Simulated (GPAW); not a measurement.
The system is GaN.

```
Ga N
1.0
     0.00000    2.25350    2.25350
     2.25350    0.00000    2.25350
     2.25350    2.25350    0.00000
Ga N
1 1
Direct
  0.00000 0.00000 0.00000
  0.25000 0.25000 0.25000
```

The cell is a database's computed one.

Base run:

| Quantity | Value |
| --- | --- |
| Program | GPAW 26.7.0 |
| Functional | AM05 |
| Potentials or basis | PAW data sets generated in the run's folder for this functional |
| Cutoff | 600 eV |
| Basis | pw |
| k mesh | 8 × 8 × 8 |
| Occupations | fermi-dirac, width 0.05 eV |
| Spin | no spin polarisation |

Its results: band gap on the k mesh 1.84 eV, direct; pressure 1.3 GPa.

**Question.** The run is repeated on the same cell with these changes: functional from AM05 to LDA; cutoff from 600 eV to 800 eV; k mesh from 8 × 8 × 8 to 10 × 10 × 10. What comes out?

**Answer.** Band gap on the k mesh 1.88 eV, direct; pressure 0.8 GPa.

Several settings changed at once, so the effect can't be laid on one alone.

Caveats: the cutoff is short for stress and forces, so pressures can be off by a GPa or more (some runs).

